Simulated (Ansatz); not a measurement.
Theory: DFT PBE, scalar-relativistic, plane waves, PAW in Ansatz. All cells share a 420 eV cutoff and Γ-centred k meshes spaced at most about 0.3 Å⁻¹ (2π included). No spin polarisation.

Each guess is relaxed in cell and atoms at zero pressure, on a coarse mesh first where it starts far from rest and then on a converged one. The steps can't lower the symmetry of the start, but it can rise. Energies are static (0 K, no zero-point motion).

This guess for PbF2 isn't its lowest structure:

```cif
data_structure
_symmetry_space_group_name_H-M 'P 1'
_symmetry_Int_Tables_number 1
_cell_length_a 3.9192
_cell_length_b 3.9192
_cell_length_c 3.5486
_cell_angle_alpha 90.000
_cell_angle_beta 90.000
_cell_angle_gamma 90.000
_cell_volume 54.51
loop_
_atom_site_label
_atom_site_type_symbol
_atom_site_fract_x
_atom_site_fract_y
_atom_site_fract_z
_atom_site_occupancy
Pb1 Pb 0.50000 0.50000 0.06332 1
F1 F 0.00000 0.00000 0.54047 1
F2 F 0.00000 0.00000 0.94994 1
```

Question: What does it relax into?

Answer: P4mm at 18.2 Å³/atom → P4/mmm at 23.4 Å³/atom. Conventional cell: a = 3.291 Å, c = 6.492 Å. Around Pb lie 8 F at 2.64 Å and 4 Pb at 3.29 Å; around F lie 1 F at 2.49 Å and 4 Pb at 2.64 Å.

```cif
data_structure
_symmetry_space_group_name_H-M 'P4/mmm'
_symmetry_Int_Tables_number 123
_cell_length_a 3.2907
_cell_length_b 3.2907
_cell_length_c 6.4925
_cell_angle_alpha 90.000
_cell_angle_beta 90.000
_cell_angle_gamma 90.000
_cell_volume 70.30
loop_
_atom_site_label
_atom_site_type_symbol
_atom_site_symmetry_multiplicity
_atom_site_Wyckoff_symbol
_atom_site_fract_x
_atom_site_fract_y
_atom_site_fract_z
_atom_site_occupancy
Pb1 Pb 1 c 0.50000 0.50000 0.00000 1
F1 F 2 g 0.00000 0.00000 0.19204 1
```

Question: Compare it with the lowest PbF2 structure at this level.

Answer: It lies 0.37 eV/atom above the lowest of the 4 forms computed, a structure that the Crystallography Open Database (COD) lists, of the fluorite type. Space group Fm-3m (No. 225), cubic, a = 6.000 Å. Pb is surrounded by 8 F at 2.60 Å; F is surrounded by 4 Pb at 2.60 Å and 6 F at 3.00 Å. That form has 18.0 Å³/atom and a gap of 4.42 eV on its mesh; the guess's end has 3.01 eV. Counting F atoms around Pb (those within 1.25 times the shortest such distance or 1.15 times the sum of covalent radii, 1.27 where that leaves under three; the shortest distance is added where it exceeds 1.18 times the sum of covalent radii), the guess's end and the lowest form both have Pb 8 from 2.6 Å.

No dispersion correction is applied, so the spacing and binding between layers, chains or molecules are poorly described (P4/mmm), and this can change margins and order among such cells. These runs have no spin–orbit coupling, which can matter for Pb. Kohn–Sham gaps at this level usually fall short of measured ones. The missing spin–orbit coupling can work the other way here. Some candidate types were left out of the draw beforehand, so a known form may be missing.
